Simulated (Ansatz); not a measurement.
# KBr: the cost of one run

Program: Ansatz 0.2.0. Level of theory: DFT PBE, scalar-relativistic, plane waves, PAW. These are calculated values, not measurements.

The COD entry's cell or inner coordinates are ideal or old and differ from later refinements, so a difference from it is no clean test against experiment.

1 further run of the same task is left out (set aside as unsound or not needed).

**1. The starting structure**

It takes space group Fm-3m (No. 225, cubic). The conventional cell has a = 6.585 Å, b = 6.585 Å, c = 6.585 Å, α = 90.00°, β = 90.00°, γ = 90.00°. K (site symmetry m-3m) has 6 Br at 3.29 Å as nearest neighbours. Around Br (site symmetry m-3m) lie 6 K at 3.29 Å.

Coordinates:

```xyz
2
Lattice="0.0000 3.2925 3.2925 3.2925 0.0000 3.2925 3.2925 3.2925 0.0000" Properties=species:S:1:pos:R:3 pbc="T T T"
K     0.0000    0.0000    0.0000
Br    3.2925    3.2925    3.2925
```

The structure comes from the Crystallography Open Database.

**2. A change within the space group**

The change: strain xx, yy, zz, yz, xz, xy = -3.1, -3.1, -3.1, +0.0, +0.0, +0.0 %.

Input file input.yaml:

```yaml
crystal:
  lattice:
    - [0.0, 3.190860525, 3.190860525]
    - [3.190860525, 0.0, 3.190860525]
    - [3.190860525, 3.190860525, 0.0]
  atoms:
    - { symbol: K, position: [0.0, 0.0, 0.0] }
    - { symbol: Br, position: [0.5, 0.5, 0.5] }
basis:
  ecutwfc: 420
kpoints:
  mp_grid: { grid: [6, 6, 6] }
hamiltonian:
  xc: pbe
scf:
  occupations: { method: gaussian, width: 0.02 }
output:
  forces: true
  stress: true
  eigenvalues: true
  populations: true
```

Q: Estimate wall time and peak memory on 1 thread of an Arm CPU, shared host.

About 1.3 s, with a peak of 0.29 GiB.
